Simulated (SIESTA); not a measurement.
Something may be wrong with this SIESTA 5.4.2 calculation of Ag.

File Ag.fdf:

```
SystemName                      Ag
SystemLabel                     Ag
NumberOfSpecies                 1
NumberOfAtoms                   6
%block ChemicalSpeciesLabel
  1  47 Ag
%endblock ChemicalSpeciesLabel

LatticeConstant                 1.0 Ang
%block LatticeVectors
     2.9299980804     0.0000000000     0.0000000000
    -1.4649990402     2.5374527707     0.0000000000
     0.0000000000     0.0000000000    26.9750000000
%endblock LatticeVectors
AtomicCoordinatesFormat         Fractional
%block AtomicCoordinatesAndAtomicSpecies
     0.6666666667     0.3333333334     0.2780352178  1  Ag
     0.3333333333     0.6666666666     0.3668211307  1  Ag
     0.6666666667     0.3333333334     0.4556070436  1  Ag
     0.3333333333     0.6666666666     0.5443929564  1  Ag
     0.6666666667     0.3333333334     0.6331788693  1  Ag
     0.3333333333     0.6666666666     0.7219647822  1  Ag
%endblock AtomicCoordinatesAndAtomicSpecies

%block kgrid.MonkhorstPack
   10   0   0  0.0
    0  10   0  0.0
    0   0   1  0.0
%endblock kgrid.MonkhorstPack
XC.Functional                   GGA
XC.Authors                      PBE
PAO.BasisSize                   DZVP
PAO.EnergyShift                 0.003 Ry
Mesh.Cutoff                     800 Ry
OccupationFunction              FD
ElectronicTemperature           0.05 eV
Slab.DipoleCorrection           vacuum
MaxSCFIterations                80
SCF.MustConverge                false
SCF.Mixer.Method                Pulay
SCF.Mixer.Weight                0.25
SCF.Mixer.History               8
SCF.DM.Tolerance                5.0e-05
SCF.H.Tolerance                 1.0e-03 eV
WriteForces                     true
Charge.Mulliken                 end
%block PAO.Basis
  Ag 5
  n=4 0 2
    2.721 0.000
  n=5 0 2
    7.985 0.000
  n=4 1 2
    3.101 0.000
  n=5 1 1
    7.985
  n=4 2 2
    5.129 0.000
%endblock PAO.Basis
```

Potentials or basis: PseudoDojo 0.4 standard (PBE files), DZP (energy shift 0.003 Ry; two zetas on semicore shells).

Run with:

```bash
$ siesta < Ag.fdf > Ag.out 2>&1
```

Ag.out:

```text
Version         : 5.4.2

                           ***********************
                           *  WELCOME TO SIESTA  *
                           ***********************

 NOTE: Siesta V5 introduces some new defaults for basis-set generation
 NOTE: which might lead to slightly different numerical results.
 NOTE: Please see the manual for full details and compatibility measures.

[... 73 lines left out ...]
  SZP, SZSP, SZ1P, SZP1
  DZ
  DZP, DZSP, DZP1, DZ1P or STANDARD
  DZDP, DZP2, DZ2P
  TZ
  TZP, TZSP, TZP1, TZ1P
  TZDP, TZP2, TZ2P
  TZTP, TZP3, TZ3P

stopping program
Stopping Program from Node:    0
stopping program
Stopping Program from Node:    0
```

Q: How did it end, and where is the flaw?

A: The program refused the input. The input holds a flaw that was put in on purpose: unknown basis size (PAO.BasisSize = DZVP).

A sound run on the same cell differs in these lines of the main input:
```diff
@@ -32 +32 @@
-PAO.BasisSize                   DZVP
+PAO.BasisSize                   DZP
@@ -38 +38 @@
-MaxSCFIterations                80
+MaxSCFIterations                120
```
